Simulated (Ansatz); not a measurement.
Here is an Ansatz 0.2.0 calculation.

input.yaml

```yaml
crystal:
  lattice:
    - [0.0, 1.78337, 1.78337]
    - [1.78337, 0.0, 1.78337]
    - [1.78337, 1.78337, 0.0]
  atoms:
    - { symbol: C, position: [0.75, 0.75, 0.75] }
    - { symbol: C, position: [0.5, 0.5, 0.5] }
hamiltonian:
  xc: pbe
  pseudopotentials: { kind: nc, accuracy: standard }
kpoints:
  mp_grid: { grid: [13, 13, 13] }
  band_path:
    path:
      - [[0.0, 0.0, 0.0], [0.5, 0.0, 0.5], [0.5, 0.25, 0.75], [0.375, 0.375, 0.75], [0.0, 0.0, 0.0], [0.5, 0.5, 0.5], [0.625, 0.25, 0.625], [0.5, 0.25, 0.75], [0.5, 0.5, 0.5], [0.375, 0.375, 0.75]]
      - [[0.625, 0.25, 0.625], [0.5, 0.0, 0.5]]
    npoints: 14
scf:
  occupations: { method: fermi_dirac, width: 0.05 }
  n_extra_bands: 6
output:
  forces: true
  stress: true
  eigenvalues: true
  fatbands: false
  write_density: true
  write_potential: true
  elf: true
  volumetric_format: npy
```

Potentials or basis: PseudoDojo standard (PBE files).

Command:

```bash
$ ansatz run input.yaml --threads 2 --pin off --max-ram 5120MiB --backend cpu --events-out ev --progress --plain --runs-dir out
```

**Question.** Estimate the pressure.

**Answer.** 2.1 GPa.

**Question.** What does it give for the band gap on the k mesh?

**Answer.** 4.20 eV, indirect (least direct gap 5.62 eV).

**Question.** What does it give for the band gap along the path?

**Answer.** 4.18 eV, indirect (least direct gap 5.62 eV).

Levels at the corners of the path, in eV from the valence-band top:
```tsv
point	band 1	band 2	band 3	band 4	band 5	band 6	band 7	band 8	band 9
Γ	-21.49	0.00	0.00	0.00	5.62	5.62	5.62	13.33	19.30
X	-12.78	-12.78	-6.32	-6.32	4.83	4.83	16.81	16.81	23.23
W	-11.99	-11.99	-8.33	-8.33	10.68	10.68	12.35	12.35	21.36
K	-12.99	-11.74	-9.33	-5.38	5.74	10.80	14.39	15.64	18.75
Γ	-21.49	0.00	0.00	0.00	5.62	5.62	5.62	13.33	19.30
L	-15.71	-13.39	-2.81	-2.81	8.52	8.52	8.90	15.71	21.90
U	-12.99	-11.74	-9.33	-5.38	5.74	10.80	14.39	15.64	18.75
W	-11.99	-11.99	-8.33	-8.33	10.68	10.68	12.35	12.35	21.36
L	-15.71	-13.39	-2.81	-2.81	8.52	8.52	8.90	15.71	21.90
K	-12.99	-11.74	-9.33	-5.38	5.74	10.80	14.39	15.64	18.75
U	-12.99	-11.74	-9.33	-5.38	5.74	10.80	14.39	15.64	18.75
X	-12.78	-12.78	-6.32	-6.32	4.83	4.83	16.81	16.81	23.23
```

PBE gaps usually lie below the measured ones, often by a third to a half.
